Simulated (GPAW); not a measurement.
# Si2Ni (Fm-3m) in GPAW: notebook

The runs below take Si2Ni through relaxation of cell and atoms, single point, with WC+U, WC.

Everything below comes from runs of GPAW 26.7.0. Logs are shortened: lines on timing, memory, paths and dates and some standing lists are left out, and cuts for length are marked. The log counts tension as positive stress, the text compression.

### Step 1. Starting point

Symmetry: Fm-3m, No. 225, cubic system. The conventional cell has a = 5.406 Å, b = 5.406 Å, c = 5.406 Å, α = 90.00°, β = 90.00°, γ = 90.00°. Ni (site symmetry m-3m) has 8 Si at 2.34 Å as nearest neighbours. Si (site symmetry -43m) is surrounded by 4 Ni at 2.34 Å.

### Step 2. Relaxation of cell and atoms, WC+U, target pressure 20 GPa, at which the enthalpy is minimised

Input file run.py:

```python
from ase.filters import FrechetCellFilter
from ase.io import write
from ase.optimize import BFGS
from ase.spacegroup import crystal
from ase.units import GPa
from gpaw import GPAW, PW, setup_paths

setup_paths.insert(0, '.')

# Ni 4a
# Si 8c
atoms = crystal(['Ni', 'Si'],
                basis=[[0.0, 0.0, 0.0],
                       [0.25, 0.25, 0.75]],
                spacegroup=225, setting=1,  # Fm-3m
                cellpar=[5.406, 5.406, 5.406, 90.0, 90.0, 90.0],
                primitive_cell=True)

calc = GPAW(mode=PW(600),
            xc='WC',
            kpts={'size': (7, 7, 7), 'gamma': True},
            occupations={'name': 'fermi-dirac', 'width': 0.05},
            setups={'Ni': ':d,6.2'},
            nbands=24,
            convergence={'density': 1e-06, 'energy': 1e-06, 'eigenstates': 1e-10},
            maxiter=150,
            txt='gpaw.txt')
atoms.calc = calc
opt = BFGS(FrechetCellFilter(atoms, scalar_pressure=20 * GPa), trajectory='relax.traj', logfile='-')
done = opt.run(fmax=0.02, steps=60)
calc.write('gs.gpw')
write('result.traj', atoms)
print('Converged:', done)
print('Cell:', atoms.cell.cellpar().round(4))
print('Volume:', round(atoms.get_volume(), 4))
print(atoms.get_scaled_positions().round(5))
```

Potentials or basis: PAW data sets generated in the run's folder for this functional, pw.

Command:

```
> gpaw-setup -f WC Ni Si
> OMP_NUM_THREADS=1 python run.py
```

gpaw.txt:

```text
__  _  _
 | _ |_)|_||  |
 |__||  | ||/\| - 26.7.0

Input parameters:
  mode=PW(ecut=600.0),
  convergence={'density': 1e-06, 'energy': 1e-06, 'eigenstates': 1e-10},
  kpts=MonkhorstPack(size=(7, 7, 7), gamma=True),
  maxiter=150,
  nbands=24,
  occupations=Occupations(name='fermi-dirac', width=0.05),
  setups={'Ni': ':d,6.2'},
  xc=XC(name='WC')

Diagonalizing LCAO Hamiltonian
Converting LCAO to pw mode

                    Si

           Si

       Ni

Atoms  # Å, Bohr magnetons
|   | symbol |        x |        y |        z |    initial magnetic moments |
|---|--------|----------|----------|----------|-----------------------------|
| 0 |     Ni | 0.000000 | 0.000000 | 0.000000 | ( 0.0000,  0.0000,  0.0000) |
| 1 |     Si | 4.054500 | 4.054500 | 4.054500 | ( 0.0000,  0.0000,  0.0000) |
| 2 |     Si | 1.351500 | 1.351500 | 1.351500 | ( 0.0000,  0.0000,  0.0000) |

Unit cell  # Å
| periodic |        x |        y |        z |  lengths |    angles |
|----------|----------|----------|----------|----------|-----------|
|      yes | 0.000000 | 2.703000 | 2.703000 | 3.822619 | 60.000000 |
|      yes | 2.703000 | 0.000000 | 2.703000 | 3.822619 | 60.000000 |
|      yes | 2.703000 | 2.703000 | 0.000000 | 3.822619 | 60.000000 |

Number of symmetries: 48
Symmetry operations  # r_c * U_cc + t_c -> r_c
|    | kind |            matrix            |
|----|------|------------------------------|
|  0 |  σ   |  1, 0, 0,  1, 0,-1,  1,-1, 0 |
|  1 |  C2  |  1, 0, 0,  1,-1, 0,  1, 0,-1 |
|  2 |  E   |  1, 0, 0,  0, 1, 0,  0, 0, 1 |
|  3 |  σ   |  1, 0, 0,  0, 0, 1,  0, 1, 0 |
|  4 |  C4  |  1, 0,-1,  1, 0, 0,  1,-1, 0 |
|  5 |  S6  |  1, 0,-1,  1,-1, 0,  1, 0, 0 |
|  6 |  σ   |  1, 0,-1,  0, 1,-1,  0, 0,-1 |
|  7 |  C3  |  1, 0,-1,  0, 0,-1,  0, 1,-1 |
|  8 |  S6  |  1,-1, 0,  1, 0, 0,  1, 0,-1 |
[... 251 lines left out ...]
       Ni

Atoms  # Å, Bohr magnetons
|   | symbol |         x |         y |        z |    initial magnetic moments |
|---|--------|-----------|-----------|----------|-----------------------------|
| 0 |     Ni | -0.000000 | -0.000000 | 0.000000 | ( 0.0000,  0.0000,  0.0000) |
| 1 |     Si |  4.018734 |  4.018734 | 4.018734 | ( 0.0000,  0.0000,  0.0000) |
| 2 |     Si |  1.339578 |  1.339578 | 1.339578 | ( 0.0000,  0.0000,  0.0000) |

Unit cell  # Å
| periodic |         x |         y |         z |  lengths |    angles |
|----------|-----------|-----------|-----------|----------|-----------|
[... 256 lines left out ...]
|  0.00000 | 0.00000 | 0.00000 |  # Si   2

Interpolating wave functions to new cell
[... 7 lines left out ...]
Atoms  # Å, Bohr magnetons
|   | symbol |        x |         y |        z |    initial magnetic moments |
|---|--------|----------|-----------|----------|-----------------------------|
| 0 |     Ni | 0.000000 | -0.000000 | 0.000000 | ( 0.0000,  0.0000,  0.0000) |
| 1 |     Si | 3.882745 |  3.882745 | 3.882745 | ( 0.0000,  0.0000,  0.0000) |
| 2 |     Si | 1.294248 |  1.294248 | 1.294248 | ( 0.0000,  0.0000,  0.0000) |

Unit cell  # Å
| periodic |         x |         y |        z |  lengths |    angles |
|----------|-----------|-----------|----------|----------|-----------|
|      yes | -0.000000 |  2.588497 | 2.588497 | 3.660687 | 60.000000 |
|      yes |  2.588497 | -0.000000 | 2.588497 | 3.660687 | 60.000000 |
|      yes |  2.588497 |  2.588497 | 0.000000 | 3.660687 | 60.000000 |

Number of symmetries: 48
Symmetry operations  # r_c * U_cc + t_c -> r_c
|    | kind |            matrix            |
|----|------|------------------------------|
|  0 |  σ   |  1, 0, 0,  1, 0,-1,  1,-1, 0 |
|  1 |  C2  |  1, 0, 0,  1,-1, 0,  1, 0,-1 |
|  2 |  E   |  1, 0, 0,  0, 1, 0,  0, 0, 1 |
|  3 |  σ   |  1, 0, 0,  0, 0, 1,  0, 1, 0 |
|  4 |  C4  |  1, 0,-1,  1, 0, 0,  1,-1, 0 |
|  5 |  S6  |  1, 0,-1,  1,-1, 0,  1, 0, 0 |
|  6 |  σ   |  1, 0,-1,  0, 1,-1,  0, 0,-1 |
|  7 |  C3  |  1, 0,-1,  0, 0,-1,  0, 1,-1 |
|  8 |  S6  |  1,-1, 0,  1, 0, 0,  1, 0,-1 |
[... 251 lines left out ...]
Atoms  # Å, Bohr magnetons
|   | symbol |        x |         y |        z |    initial magnetic moments |
|---|--------|----------|-----------|----------|-----------------------------|
| 0 |     Ni | 0.000000 | -0.000000 | 0.000000 | ( 0.0000,  0.0000,  0.0000) |
| 1 |     Si | 3.903460 |  3.903460 | 3.903460 | ( 0.0000,  0.0000,  0.0000) |
| 2 |     Si | 1.301153 |  1.301153 | 1.301153 | ( 0.0000,  0.0000,  0.0000) |

Unit cell  # Å
| periodic |         x |        y |         z |  lengths |    angles |
|----------|-----------|----------|-----------|----------|-----------|
|      yes | -0.000000 | 2.602307 |  2.602307 | 3.680218 | 60.000000 |
|      yes |  2.602307 | 0.000000 |  2.602307 | 3.680218 | 60.000000 |
|      yes |  2.602307 | 2.602307 | -0.000000 | 3.680218 | 60.000000 |

Number of symmetries: 48
Symmetry operations  # r_c * U_cc + t_c -> r_c
|    | kind |            matrix            |
|----|------|------------------------------|
|  0 |  σ   |  1, 0, 0,  1, 0,-1,  1,-1, 0 |
|  1 |  C2  |  1, 0, 0,  1,-1, 0,  1, 0,-1 |
|  2 |  E   |  1, 0, 0,  0, 1, 0,  0, 0, 1 |
|  3 |  σ   |  1, 0, 0,  0, 0, 1,  0, 1, 0 |
|  4 |  C4  |  1, 0,-1,  1, 0, 0,  1,-1, 0 |
|  5 |  S6  |  1, 0,-1,  1,-1, 0,  1, 0, 0 |
|  6 |  σ   |  1, 0,-1,  0, 1,-1,  0, 0,-1 |
|  7 |  C3  |  1, 0,-1,  0, 0,-1,  0, 1,-1 |
|  8 |  S6  |  1,-1, 0,  1, 0, 0,  1, 0,-1 |
[... 249 lines left out ...]
Atoms  # Å, Bohr magnetons
|   | symbol |        x |         y |        z |    initial magnetic moments |
|---|--------|----------|-----------|----------|-----------------------------|
| 0 |     Ni | 0.000000 | -0.000000 | 0.000000 | ( 0.0000,  0.0000,  0.0000) |
| 1 |     Si | 3.901598 |  3.901598 | 3.901598 | ( 0.0000,  0.0000,  0.0000) |
| 2 |     Si | 1.300533 |  1.300533 | 1.300533 | ( 0.0000,  0.0000,  0.0000) |

Unit cell  # Å
| periodic |         x |        y |         z |  lengths |    angles |
|----------|-----------|----------|-----------|----------|-----------|
|      yes | -0.000000 | 2.601065 |  2.601065 | 3.678462 | 60.000000 |
|      yes |  2.601065 | 0.000000 |  2.601065 | 3.678462 | 60.000000 |
|      yes |  2.601065 | 2.601065 | -0.000000 | 3.678462 | 60.000000 |

Number of symmetries: 48
Symmetry operations  # r_c * U_cc + t_c -> r_c
|    | kind |            matrix            |
|----|------|------------------------------|
|  0 |  σ   |  1, 0, 0,  1, 0,-1,  1,-1, 0 |
|  1 |  C2  |  1, 0, 0,  1,-1, 0,  1, 0,-1 |
|  2 |  E   |  1, 0, 0,  0, 1, 0,  0, 0, 1 |
|  3 |  σ   |  1, 0, 0,  0, 0, 1,  0, 1, 0 |
|  4 |  C4  |  1, 0,-1,  1, 0, 0,  1,-1, 0 |
|  5 |  S6  |  1, 0,-1,  1,-1, 0,  1, 0, 0 |
|  6 |  σ   |  1, 0,-1,  0, 1,-1,  0, 0,-1 |
|  7 |  C3  |  1, 0,-1,  0, 0,-1,  0, 1,-1 |
|  8 |  S6  |  1,-1, 0,  1, 0, 0,  1, 0,-1 |
[... 234 lines left out ...]
Forces  # eV/Ang
|        x |        y |        z |
|----------|----------|----------|
|  0.00000 |  0.00000 |  0.00000 |  # Ni   0
|  0.00000 |  0.00000 |  0.00000 |  # Si   1
| -0.00000 | -0.00000 | -0.00000 |  # Si   2

# Writing to gs.gpw (mode='')
```

Run time: 70 s. Hardware: 1 thread of Intel Xeon Platinum 8375C at 2.90GHz (Ice Lake), shared host; peak memory 0.21 GiB.

Results:

| Quantity | Value |
| --- | --- |
| Free energy | -16.8093 eV |
| Relaxed volume | 11.73 Å³/atom |
| Relaxed cell | a = 3.678 Å, b = 3.678 Å, c = 3.678 Å, α = 60.00°, β = 60.00°, γ = 60.00° |
| Space group after relaxing (to 0.05 Å) | Fm-3m (No. 225) |
| Energy change on relaxing (the enthalpy is what falls) | +66.9 meV/atom |
| Ionic steps | 5 |
| Pressure after relaxing | 20.0 GPa |
| Band gap on the k mesh | none (metal or under the smearing width) |

Step by step:
```
step  energy change (eV)  largest force (eV/Å)  pressure (GPa)  volume (Å³)
   1              0.0000                0.0000           -2.64        39.50
   2             -0.0043                0.0000            1.51        38.46
   3              0.2699                0.0000           23.75        34.69
   4              0.1945                0.0000           19.64        35.25
   5              0.2008                0.0000           19.99        35.20
```

Final structure:
```xyz
3
Lattice="0.0000 2.6011 2.6011 2.6011 0.0000 2.6011 2.6011 2.6011 0.0000" Properties=species:S:1:pos:R:3 pbc="T T T"
Ni    0.0000    0.0000    0.0000
Si    3.9016    3.9016    3.9016
Si    1.3005    1.3005    1.3005
```

Levels at points of the mesh, in eV from the Fermi level:
| k point | band 9 | band 10 | band 11 | band 12 | band 13 | band 14 | band 15 | band 16 |
| --- | --- | --- | --- | --- | --- | --- | --- | --- |
| (0.00, 0.00, 0.00) | -5.15 | 0.64 | 1.84 | 1.84 | 1.84 | 2.26 | 2.26 | 2.26 |

Caveat: the stock nickel data set gives pressures a few GPa off other programs; later steps reuse the first step's grids; U without spin polarisation on a metal has little footing; the U is typed as a test and isn't derived for this compound.

[end of part 1 of 2]
